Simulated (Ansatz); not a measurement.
# What a trial cell of InH relaxes into

The calculation used Ansatz, DFT PBE, scalar-relativistic, plane waves, PAW. Cutoff 420 eV, Γ-centred k mesh, Gaussian smearing, no spin polarisation in the final step.

The start puts InH on the litharge structure type (P4/nmm, No. 129), with In in place of Pb, H in place of O, at a guessed volume.

```
In H
1.0
     3.68277    0.00000    0.00000
     0.00000    3.68277    0.00000
     0.00000    0.00000    4.65350
In H
2 2
Direct
  0.00000 0.50000 0.23510
  0.50000 0.00000 0.76490
  0.00000 0.00000 0.00000
  0.50000 0.50000 0.00000
```

Cell and atoms relax at zero pressure; the relaxation can't lower the symmetry of the start. After a coarse first stage the cell is made exact in the group found at 0.06 Å.

Energies over the elements count from the elements' standard structures at the same level (H₂ as a molecule), with no empirical corrections.

Problem. Which crystal results?

Solution. It keeps P4/nmm (No. 129). The result has the litharge (In on Pb sites) structure. Conventional cell: a = 3.742 Å, c = 4.875 Å. In has 4 H at 2.29 Å; H is coordinated by 4 In at 2.29 Å and 4 H at 2.65 Å.

```cif
data_structure
_symmetry_space_group_name_H-M 'P4/nmm:1'
_symmetry_Int_Tables_number 129
_cell_length_a 3.7417
_cell_length_b 3.7417
_cell_length_c 4.8745
_cell_angle_alpha 90.000
_cell_angle_beta 90.000
_cell_angle_gamma 90.000
_cell_volume 68.25
loop_
_atom_site_label
_atom_site_type_symbol
_atom_site_symmetry_multiplicity
_atom_site_Wyckoff_symbol
_atom_site_fract_x
_atom_site_fract_y
_atom_site_fract_z
_atom_site_occupancy
In1 In 2 c 0.00000 0.50000 0.26948 1
H1 H 2 a 0.00000 0.00000 0.00000 1
```

Problem. What are its volume, energy, density and gap?

Solution. The volume per atom is 17.06 Å³, the density is 5.64 g/cm³ and the energy over the elements is 0.31 eV/atom. The gap on the 12×12×10 mesh is 0 eV (a metal).

The final run used a 12×12×10 mesh on its 4-atom cell and 0.10 eV smearing. The k mesh leaves about 4 meV/atom of noise in metals. A structure relaxed within its symmetry needn't be a true minimum. The steps took about 90 core-seconds in all.

Cost: 3 runs of about 1.4 core-minutes in all, on AMD EPYC 7R43 (Zen 3) (shared hosts).